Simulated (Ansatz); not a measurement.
Here is an unrelaxed guess for InAs.

This is a two-dimensional sheet: the third axis spans vacuum and isn't periodic.

```
CELL_PARAMETERS angstrom
3.81207 0.00000 0.00000
0.00000 4.66847 0.00000
0.00000 0.00000 17.00000
ATOMIC_POSITIONS crystal
In 0.00000 0.06000 0.57929
In 0.50000 0.44000 0.57929
As 0.00000 0.94000 0.42071
As 0.50000 0.56000 0.42071
```

Computed with Ansatz, DFT PBE, scalar-relativistic, plane waves, PAW. Cutoff 420 eV; k points 4×4×1 on the computed 4-atom cell (Γ-centred); Gaussian smearing, width 0.10 eV; no spin polarisation.

Formation energies are uncorrected and refer to the elements' standard structures at the same level.

Problem. How far from equilibrium is it?

Solution. The largest force is 2.85 eV/Å, and the energy is +0.45 eV/atom against the elements. The shortest distance is 2.60 Å.

Problem. Is it a good guess?

Solution. A rough one: relaxing gains about 0.27 eV/atom (the start's value is from the coarse mesh, so the gain is rough) in 15 ionic steps and ends at +0.18 eV/atom on the finer mesh. The symmetry stays pma2 (No. 24). The area per atom grows by 3.3 %, from 4.4 to 4.6 Å². The shortest distance goes from 2.60 Å (As–As and In–In) to 2.43 Å (As–As). In-plane cell: a = 3.552 Å, b = 5.177 Å, γ = 90.0°, thickness 2.77 Å between the outermost nuclei. In at height 2.77 Å has 1 As at 2.81 Å and 4 In at 3.13–3.15 Å; As at height 0.00 Å has 2 As at 2.43 Å.

The last run used a 12×10×1 mesh for its 4-atom cell and Gaussian smearing of 0.10 eV. The reference form of As is held partly by dispersion forces, which this level lacks. The relaxation can't lower the symmetry of the start, and the grade says only how near the guess is to its own end. A structure relaxed within its symmetry needn't be a true minimum.
